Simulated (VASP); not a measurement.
Set up this calculation in VASP 6.6.1, as the native input.

| Item | Value |
| --- | --- |
| Task | single point |
| Functional | PBE |
| Dispersion | D4 |
| Potentials or basis | VASP PAW PBE potentials, release 64 (C, H) |
| Cutoff | 400 eV |
| k mesh | 1 × 1 × 1 |
| Occupations | gaussian, width 0.01 eV |
| Spin | no spin polarisation |
| Further INCAR settings | ALGO = Normal; EDIFF = 1e-06; NBANDS = 17; ISYM = 0 |

The structure of C2H6 lies in POSCAR:

```
H3C                                     
1.0
   13.0840340850      0.0000000000      0.0000000000
    0.0000000000     13.5840340850      0.0000000000
    0.0000000000      0.0000000000     14.0840340850
  C               H             
     2     6
Selective dynamics
Direct
     0.5570134924999977    0.5127778825000036    0.5059189571000005   F   F   F
     0.4426308669913304    0.4945297837347574    0.4940493742662621   T   T   T
     0.5739209312434180    0.5510391182086894    0.5729630531916302   T   T   T
     0.6004582580339786    0.4434257698885968    0.5062483197544960   T   T   T
     0.5876875535384635    0.5583983893089022    0.4479938677832370   T   T   T
     0.4121626382587333    0.4488865039124454    0.5520661094625117   T   T   T
     0.4259463346976721    0.4562611605525146    0.4269380359640160   T   T   T
     0.3993767820835074    0.5640020758475355    0.4937415854468255   T   T   T
```

One way to write it, as run:

INCAR

```
PREC = Accurate
ENCUT = 400
EDIFF = 1E-6
ISMEAR = 0
SIGMA = 0.01
LREAL = False
LASPH = True
NELM = 80
ALGO = Normal
ISIF = 2
LWAVE = False
LCHARG = False
GGA = PE
IVDW = 13
NBANDS = 17
ISYM = 0
```

KPOINTS

```
Automatic mesh
0
Gamma
  1 1 1
```

Potentials or basis: VASP PAW PBE potentials, release 64 (C, H).

Launch:

```sh
$ cat potpaw_PBE.64/C/POTCAR potpaw_PBE.64/H/POTCAR > POTCAR
$ mpirun -np 4 vasp_gam > vasp.out
```

It gave:

```
Largest force                   : 0.053 eV/Å
Gap between the frontier levels : 7.57 eV
Dispersion energy per atom      : -0.009 eV
```

It took 35 s on 4 MPI ranks on AMD EPYC 9R14 (Zen 4), with other jobs on the host, peak memory 0.45 GiB a rank.
